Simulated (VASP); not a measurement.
BaTiO3:

```
Ba Ti O
1.0
     3.90587    0.00000    0.00000
     0.00000    3.90587    0.00000
     0.00000    0.00000    4.03097
Ba Ti O
1 1 3
Direct
  0.00000 0.00000 0.99717
  0.50000 0.50000 0.47920
  0.50000 0.50000 0.03310
  0.50000 0.00000 0.51676
  0.00000 0.50000 0.51676
```

The cell isn't the ideal one: a relaxed cell with its volume scaled by 0.94.

* Program: VASP 6.6.1
* Task: relaxation of shape and atoms at fixed volume
* Functional: r2SCAN
* Potentials or basis: VASP PAW PBE potentials, release 64 (Ba_sv, Ti_sv, O)
* Cutoff: 600 eV
* k mesh: 8 × 8 × 8
* Occupations: gaussian, width 0.03 eV
* Spin: no spin polarisation

At the start: pressure 12.4 GPa; volume 12.30 Å³/atom.

Question: Where does the relaxation end?

Answer: Over 12 steps the energy falls by 7.7 meV/atom; space group P4mm (No. 99, to 0.05 Å).

Step by step:
```csv
step,energy change (eV),largest force (eV/Å),pressure (GPa)
1,0.0000,0.7574,12.35
2,-0.0210,0.1439,10.71
3,-0.0210,0.1468,10.66
4,-0.0328,0.1169,10.15
5,-0.0352,0.1186,9.86
6,-0.0352,0.1144,9.88
7,-0.0374,0.0699,9.73
8,-0.0384,0.0611,9.55
9,-0.0384,0.0579,9.56
10,-0.0386,0.0097,9.47
11,-0.0386,0.0111,9.47
12,-0.0387,0.0098,9.45
```

Final structure:
```
Ba Ti O
1.0
     3.94205    0.00000    0.00000
     0.00000    3.94205    0.00000
     0.00000    0.00000    3.95731
Ba Ti O
1 1 3
Direct
  0.00000 0.00000 0.00540
  0.50000 0.50000 0.49733
  0.50000 0.50000 0.01586
  0.50000 0.00000 0.51220
  0.00000 0.50000 0.51220
```

Caveat: the PAW data sets were made with another functional, which shifts forces and pressure a little.
